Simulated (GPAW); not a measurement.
# CoO (R3m) in GPAW: reference runs

Reference runs on CoO: the cell as given and a disturbed copy.

All numbers are computed with GPAW 26.7.0; they aren't measurements. Logs are shortened: lines on timing, memory, paths and dates and some standing lists are left out, and cuts for length are marked. The log counts tension as positive stress, the text compression.

### 1 Starting point

Symmetry: R3m, No. 160, trigonal system. The conventional cell has a = 3.204 Å, b = 3.204 Å, c = 7.699 Å, α = 90.00°, β = 90.00°, γ = 120.00°. Co (site symmetry 3m) has 4 O at 1.91 to 1.96 Å as nearest neighbours. Around O (site symmetry 3m) lie 4 Co at 1.91 to 1.96 Å.

Measurements of this composition are mostly on another form, of space group No. 225.

### 2 Single point, PBEsol, collinear spin, ferromagnetic start

File run.py:

```python
from ase import Atoms
from ase.dft.bandgap import bandgap
from ase.io import write
from ase.units import Bohr, GPa
from gpaw import GPAW, PW, setup_paths
from gpaw.elf import elf_from_dft_calculation

setup_paths.insert(0, '.')

atoms = Atoms(['Co', 'O'],
              cell=[[1.6022198417, 0.9250420569, 2.5664708903],
                    [-1.6022198417, 0.9250420569, 2.5664708903],
                    [0.0, -1.8500841138, 2.5664708903]],
              scaled_positions=[[0.99897832, 0.99897832, 0.99897832],
                                [0.75102103, 0.75102103, 0.75102103]],
              pbc=True)
atoms.set_initial_magnetic_moments([2.0, 0.0])

calc = GPAW(mode=PW(800),
            xc='PBEsol',
            kpts={'size': (10, 10, 10), 'gamma': True},
            occupations={'name': 'fermi-dirac', 'width': 0.05},
            nbands=17,
            convergence={'density': 1e-05, 'energy': 1e-05},
            maxiter=150,
            txt='gpaw.txt')
atoms.calc = calc
energy = atoms.get_potential_energy()
forces = atoms.get_forces()
stress = atoms.get_stress()
calc.write('gs.gpw')
write('result.traj', atoms)
print(f'Energy: {energy:.6f} eV')
print('Forces (eV/A):')
print(forces.round(4))
print('Stress (GPa):', (stress / GPa).round(3))
print('Moments:', calc.get_magnetic_moments().round(3))
print('Fermi level:', round(calc.get_fermi_level(), 4), 'eV')
print(f'Gap: {bandgap(calc)[0]:.4f} eV, direct: {bandgap(calc, direct=True)[0]:.4f} eV')

# fields on the real-space grid
write('density.cube', atoms, data=calc.get_pseudo_density() * Bohr**3)
write('potential.cube', atoms, data=calc.get_electrostatic_potential())
write('spin.cube', atoms, data=(calc.get_pseudo_density(spin=0) - calc.get_pseudo_density(spin=1)) * Bohr**3)
write('elf.cube', atoms, data=elf_from_dft_calculation(calc).data)
```

Potentials or basis: PAW data sets generated in the run's folder for this functional, pw.

Launch:

```bash
$ gpaw-setup -f PBEsol Co O
$ OMP_NUM_THREADS=1 python run.py
```

gpaw.txt:

```text
__  _  _
 | _ |_)|_||  |
 |__||  | ||/\| - 26.7.0

Input parameters:
  mode=PW(ecut=800.0),
  convergence={'density': 1e-05, 'energy': 1e-05},
  kpts=MonkhorstPack(size=(10, 10, 10), gamma=True),
  maxiter=150,
  nbands=17,
  occupations=Occupations(name='fermi-dirac', width=0.05),
  xc=XC(name='PBEsol')

Diagonalizing LCAO Hamiltonian
Converting LCAO to pw mode

       Co

       O

Atoms  # Å, Bohr magnetons
|   | symbol |         x |        y |        z |    initial magnetic moments |
|---|--------|-----------|----------|----------|-----------------------------|
| 0 |     Co | -0.000000 | 0.000000 | 7.691546 | ( 0.0000,  0.0000,  2.0000) |
| 1 |      O | -0.000000 | 0.000000 | 5.782421 | ( 0.0000,  0.0000,  0.0000) |

Unit cell  # Å
| periodic |         x |         y |        z |  lengths |    angles |
|----------|-----------|-----------|----------|----------|-----------|
|      yes |  1.602220 |  0.925042 | 2.566471 | 3.163793 | 60.851823 |
|      yes | -1.602220 |  0.925042 | 2.566471 | 3.163793 | 60.851823 |
|      yes |  0.000000 | -1.850084 | 2.566471 | 3.163793 | 60.851823 |

Number of symmetries: 6
Symmetry operations  # r_c * U_cc + t_c -> r_c
|   | kind |            matrix            |
|---|------|------------------------------|
| 0 |  E   |  1, 0, 0,  0, 1, 0,  0, 0, 1 |
| 1 |  σ   |  1, 0, 0,  0, 0, 1,  0, 1, 0 |
| 2 |  σ   |  0, 1, 0,  1, 0, 0,  0, 0, 1 |
| 3 |  C3  |  0, 1, 0,  0, 0, 1,  1, 0, 0 |
| 4 |  C3  |  0, 0, 1,  1, 0, 0,  0, 1, 0 |
| 5 |  σ   |  0, 0, 1,  0, 1, 0,  1, 0, 0 |

BZ-sampling:
  Number of BZ points: 1000
  Number of IBZ points: 116

  Monkhorst-Pack size: [10, 10, 10]
  Monkhorst-Pack shift: [0.05, 0.05, 0.05]

K-points  # in reciprocal-cell coordinates
|     |                                coordinates |     weight |
|-----|--------------------------------------------|------------|
|   0 | (  0.00000000,   0.00000000,   0.00000000) | 0.00100000 |
|   1 | (  0.10000000,   0.00000000,  -0.10000000) | 0.00600000 |
|   2 | (  0.10000000,   0.00000000,   0.00000000) | 0.00600000 |
|   3 | (  0.10000000,   0.10000000,  -0.10000000) | 0.00600000 |
|   4 | (  0.10000000,   0.10000000,   0.00000000) | 0.00600000 |
|   5 | (  0.10000000,   0.10000000,   0.10000000) | 0.00200000 |
|   6 | (  0.20000000,  -0.10000000,  -0.10000000) | 0.00600000 |
|   7 | (  0.20000000,   0.00000000,  -0.20000000) | 0.00600000 |
|   8 | (  0.20000000,   0.00000000,  -0.10000000) | 0.01200000 |
|   9 | (  0.20000000,   0.00000000,   0.00000000) | 0.00600000 |
| ... |                                            |            |
| 115 | (  0.50000000,   0.50000000,   0.50000000) | 0.00100000 |

Plane wave coefficients: 1205
Cutoff: 800.0 eV

Spin-components: 2 (collinear spins)
Bands:           17
Projectors:      11
Spin-degeneracy: 1
Datatype:        complex128

Parallelization:
  kpt:    1
  domain: 1
  band:   1

Density:
  Valence electrons: 15.0
  Components: 2
  Grid points: [21 21 21]
  Charge: 0.0  # |e|

Potential:
  Grid points: [21 21 21]

species:
  Co:
    name:    Cobalt
    Z:       27.0
    valence: 9
    core:    18
    charge:  0.0  # [|e|]
    compensation charges:
      type: gauss
      rc: 0.32  # [Å]
      lmax: 2
    cutoffs:
      filter: 1.87  # [Å]
      core: 2.55  # [Å]
    projectors
    | kind |    occ | energy [eV] | rcut [Å] |
    |------|--------|-------------|----------|
    |   4s |  2.000 |      -5.488 |    1.005 |
    |   4p |  0.000 |      -1.248 |    1.058 |
    |   3d |  7.000 |      -8.230 |    1.005 |
    |    s |        |      21.723 |    1.005 |
    |    p |        |      25.963 |    1.058 |
    |    d |        |      18.981 |    1.005 |

    Using partial waves for Co as LCAO basis

  O:
    name:    Oxygen
    Z:       8.0
    valence: 6
    core:    2
    charge:  0.0  # [|e|]
    compensation charges:
      type: gauss
      rc: 0.21  # [Å]
      lmax: 2
    cutoffs:
      filter: 1.17  # [Å]
      core: 0.83  # [Å]
    projectors
    | kind |    occ | energy [eV] | rcut [Å] |
    |------|--------|-------------|----------|
    |   2s |  2.000 |     -23.808 |    0.688 |
    |   2p |  4.000 |      -8.972 |    0.598 |
    |    s |        |       3.404 |    0.688 |
    |    p |        |      18.239 |    0.598 |
    |    d |        |       0.000 |    0.619 |

    Using partial waves for O as LCAO basis

Reference energy: -39902.827428  # eV

eigensolver:
  PPCG
  Converge bands: occupied
  niter=2

density mixing:
  MSR1-Mixer
  Pratt-step length: 0.05
  Maximum mixing coefficient: 0.75
  Old densities: 10
  SVD Regularization: 0.005
  Good broyden scale: 1.0
  Trust region scale: 1.0
  Backstep threshold: 4.0
  History deletion threshold: 6.0
  Fourier metric: weight=20.0, sigma=0.015

occupation numbers:
  Fermi-Dirac:
    width: 0.0500  # eV

poisson solver:
  ecut: 6400.0  # eV

xc functional:
  name: PBEsol with 2 nearest neighbor stencil

convergence criteria:
- Maximum integral of absolute [dens]ity change: 1e-05 electrons / valence electron
- Maximum [total energy] change in last 3 cyles: 1e-05 eV / valence electron
- Maximum integral of absolute [eigenst]ate change: 4e-08 eV^2 / valence electron
maximum number of iterations: 150

SCF iterations
|iter     | |      energy | eigst |  dens |  magmom |
|---------|-|-------------|-------|-------|---------|
|iter:   1| |  -16.140690 | -0.02 |       |  +2.0014|
|iter:   2| |  -15.952982 | -1.97 | -0.84 |  +2.0327|
|iter:   3| |  -15.560153 | -1.80 | -0.90 |  +2.1921|
|iter:   4| |  -15.580945 | -2.64 | -1.34 |  +2.2875|
|iter:   5| |  -15.617738 | -2.80 | -1.57 |  +2.4375|
|iter:   6| |  -15.614581 | -3.24 | -1.65 |  +2.5241|
|iter:   7| |  -15.619817 | -3.50 | -2.00 |  +2.6739|
|iter:   8| |  -15.621011 | -4.04 | -2.15 |  +2.7706|
|iter:   9| |  -15.621129 | -5.03 | -2.77 |  +2.7714|
|iter:  10| |  -15.621106c| -5.70 | -3.23 |  +2.7714|
|iter:  11| |  -15.621093c| -7.11 | -3.79 |  +2.7716|
|iter:  12| |  -15.621088c| -7.79c| -4.16 |  +2.7716|
|iter:  13| |  -15.621088c| -8.43c| -4.84 |  +2.7716|
|iter:  14| |  -15.621087c| -8.67c| -5.20c|  +2.7715|

Converged in 14 steps
Energy contributions relative to reference atoms: (reference = -39902.827428)

Energy contributions:
  Kinetic:          23.144834
  Coulomb:         -21.368659
  Zero:              0.132538
  External:          0.000000
  Xc:              -17.519601
  Entropy:          -0.020397
  Spinorbit:         0.000000
  ----------------------------
  Free energy:     -15.631286
  Extrapolated:    -15.621087

dipole moment: (0.000000, -0.000000, 22.535725)  # |e|*Ang

Total magnetic moment: (0.000000, 0.000000, 2.771532)

Local magnetic moments
|        x |        y |        z |
|----------|----------|----------|
| 0.000000 | 0.000000 | 2.333258 |  # Co   0
| 0.000000 | 0.000000 | 0.237320 |  # O    1

Fermi level: 6.586
Eigenvalues  # (at kpt = [0.000, 0.000, 0.000])
| band index |      eig [eV] | occ [0-1] |      eig [eV] | occ [0-1] |
|------------|---------------|-----------|---------------|-----------|
|          0 |       -13.473 |     1.000 |       -12.936 |     1.000 |
|          1 |         0.291 |     1.000 |         1.448 |     1.000 |
|          2 |         0.344 |     1.000 |         1.527 |     1.000 |
|          3 |         0.344 |     1.000 |         1.527 |     1.000 |
|          4 |         4.271 |     1.000 |         6.142 |     1.000 |
|          5 |         4.271 |     1.000 |         6.142 |     1.000 |
|          6 |         6.563 |     0.614 |         7.042 |     0.000 |
|          7 |         6.851 |     0.005 |         9.111 |     0.000 |
|          8 |         6.852 |     0.005 |         9.111 |     0.000 |
|          9 |         7.006 |     0.000 |         9.202 |     0.000 |
|         10 |        20.344 |     0.000 |        20.838 |     0.000 |
|         11 |        20.344 |     0.000 |        20.839 |     0.000 |
|         12 |        20.929 |     0.000 |        21.422 |     0.000 |
|         13 |        26.459 |     0.000 |        26.770 |     0.000 |
|        ... |               |           |               |           |
|         16 |        26.920 |     0.000 |        27.386 |     0.000 |

No gap
No difference between direct/indirect transitions

Forces  # eV/Ang
|        x |        y |        z |
|----------|----------|----------|
|  0.00000 |  0.00000 |  0.24557 |  # Co   0
| -0.00000 | -0.00000 | -0.24558 |  # O    1

Stress tensor  # eV/Ang^3
|        x |        y |        z |
|----------|----------|----------|
| 0.053272 | 0.000000 | 0.000000 |
| 0.000000 | 0.053272 | 0.000000 |
| 0.000000 | 0.000000 | 0.020231 |

# Writing to gs.gpw (mode='')
```

Wall time 2.4 min (1 thread of Arm Neoverse V1, shared host); peak memory 0.25 GiB.

What came out:

| Item | Value |
| --- | --- |
| Free energy | -15.6313 eV |
| Pressure | -6.8 GPa |
| Largest force | 0.246 eV/Å |
| Band gap on the k mesh | none (metal or under the smearing width) |
| Net moment | 2.77 μB per cell |
| Site moments | Co +2.33; O +0.24 μB |

Forces on the atoms (eV/Å):
```
Co   0.000  0.000  0.246
O    0.000  0.000 -0.246
```

Levels at points of the mesh, in eV from the Fermi level:
Spin up:
```
           k point  band 5  band 6  band 7  band 8  band 9  band 10  band 11  band 12  band 13
(0.00, 0.00, 0.00)   -2.31   -2.31   -0.02    0.27    0.27     0.42    13.76    13.76    14.34
(0.50, 0.00, 0.00)   -2.48   -2.23   -2.23   -0.54   -0.49     5.51     6.79    13.32    13.67
(0.50, 0.50, 0.00)   -3.19   -2.00   -1.83   -1.68   -1.62     5.05     9.76    10.86    13.92
(0.50, 0.50, 0.50)   -2.55   -2.26   -2.26   -0.66   -0.66     5.47     7.11    13.22    13.22
```
Spin down:
```tsv
k point	band 3	band 4	band 5	band 6	band 7	band 8	band 9	band 10
(0.00, 0.00, 0.00)	-5.06	-5.06	-0.44	-0.44	0.46	2.52	2.52	2.62
(0.50, 0.00, 0.00)	-4.89	-4.86	-0.24	-0.23	0.15	1.66	1.69	5.98
(0.50, 0.50, 0.00)	-4.62	-4.58	-0.97	-0.05	0.07	0.80	0.87	6.04
(0.50, 0.50, 0.50)	-4.81	-4.81	-0.21	-0.21	-0.01	1.53	1.53	5.93
```

Caveat: a cell with one magnetic atom can't hold antiferromagnetic order, which such compounds often take; semilocal functionals often make such compounds metallic where correlation or magnetic order opens a gap, which also shifts bond lengths. With open d or f shells a metallic result of PBEsol can be an artefact of self-interaction; +U or a hybrid may open a gap.

### 3 Single point, PBEsol, collinear spin, ferromagnetic start (atoms moved at random, drawn with an rms of 0.05 Å)

Changes to run.py since step 2:

```diff
@@ -3,5 +3,4 @@
 from ase.io import write
-from ase.units import Bohr, GPa
+from ase.units import GPa
 from gpaw import GPAW, PW, setup_paths
-from gpaw.elf import elf_from_dft_calculation
 
@@ -13,4 +12,4 @@
                     [0.0, -1.8500841138, 2.5664708903]],
-              scaled_positions=[[0.99897832, 0.99897832, 0.99897832],
-                                [0.75102103, 0.75102103, 0.75102103]],
+              scaled_positions=[[1.012719, 1.002242, 0.982236],
+                                [0.746856, 0.766435, 0.740388]],
               pbc=True)
@@ -39,7 +38 @@
 print(f'Gap: {bandgap(calc)[0]:.4f} eV, direct: {bandgap(calc, direct=True)[0]:.4f} eV')
-
-# fields on the real-space grid
-write('density.cube', atoms, data=calc.get_pseudo_density() * Bohr**3)
-write('potential.cube', atoms, data=calc.get_electrostatic_potential())
-write('spin.cube', atoms, data=(calc.get_pseudo_density(spin=0) - calc.get_pseudo_density(spin=1)) * Bohr**3)
-write('elf.cube', atoms, data=elf_from_dft_calculation(calc).data)
```

Potentials or basis: PAW data sets generated in the run's folder for this functional, pw.

Launch:

```bash
$ gpaw-setup -f PBEsol Co O
$ OMP_NUM_THREADS=1 python run.py
```

It took 9.9 min on 1 thread of Arm Neoverse V1, shared host; peak memory 0.63 GiB.

It converged, with:

```yaml
Free_energy: -15.6265 eV
Pressure: -6.7 GPa
Largest_force: 0.297 eV/Å
Band_gap_on_the_k_mesh: none (metal or under the smearing width)
Net_moment: 2.77 μB per cell
Site_moments: Co +2.33; O +0.24 μB
```

Forces on the atoms (eV/Å):
```
Co  -0.176 -0.080  0.225
O    0.176  0.080 -0.225
```

Stress tensor (GPa, compression positive):
```
-7.62  1.76  1.41
 1.76 -9.06  0.58
 1.41  0.58 -3.31
```

Levels at points of the mesh, in eV from the Fermi level:
Spin up:
```tsv
k point	band 5	band 6	band 7	band 8	band 9	band 10	band 11	band 12	band 13
(0.00, 0.00, 0.00)	-2.33	-2.30	-0.08	0.17	0.40	0.45	13.77	13.79	14.35
(0.00, 0.00, 0.50)	-2.45	-2.26	-2.19	-0.50	-0.41	5.51	6.76	13.26	13.73
(0.00, 0.50, 0.00)	-2.42	-2.25	-2.19	-0.45	-0.36	5.51	6.72	13.28	13.67
(0.00, 0.50, 0.50)	-3.18	-2.00	-1.93	-1.61	-1.56	5.07	9.77	10.87	13.88
(0.50, 0.00, 0.00)	-2.58	-2.27	-2.26	-0.68	-0.65	5.52	6.90	13.31	13.81
(0.50, 0.00, 0.50)	-3.18	-2.01	-1.77	-1.74	-1.61	5.06	9.76	10.84	13.98
(0.50, 0.50, 0.00)	-3.18	-2.01	-1.79	-1.71	-1.61	5.05	9.76	10.83	13.98
(0.50, 0.50, 0.50)	-2.55	-2.27	-2.24	-0.71	-0.61	5.48	7.11	13.04	13.44
```
Spin down:
```tsv
k point	band 2	band 3	band 4	band 5	band 6	band 7	band 8	band 9	band 10	band 11
(0.00, 0.00, 0.00)	-5.24	-5.08	-4.93	-0.45	-0.44	0.45	2.44	2.58	2.65	14.27
(0.00, 0.00, 0.50)	-6.65	-4.96	-4.88	-0.30	-0.17	0.20	1.69	1.77	5.99	7.48
(0.00, 0.50, 0.00)	-6.63	-5.00	-4.93	-0.28	-0.19	0.25	1.74	1.82	5.99	7.44
(0.00, 0.50, 0.50)	-6.69	-4.75	-4.47	-1.00	-0.05	0.10	0.76	0.93	6.04	10.45
(0.50, 0.00, 0.00)	-6.71	-4.76	-4.71	-0.26	-0.19	-0.03	1.51	1.52	5.97	7.65
(0.50, 0.00, 0.50)	-6.69	-4.66	-4.54	-0.98	-0.05	0.08	0.82	0.83	6.03	10.45
(0.50, 0.50, 0.00)	-6.69	-4.63	-4.57	-0.97	-0.05	0.08	0.81	0.85	6.03	10.45
(0.50, 0.50, 0.50)	-6.64	-4.84	-4.78	-0.28	-0.14	-0.01	1.48	1.58	5.93	7.87
```

Caveat: a cell with one magnetic atom can't hold antiferromagnetic order, which such compounds often take; semilocal functionals often make such compounds metallic where correlation or magnetic order opens a gap, which also shifts bond lengths.
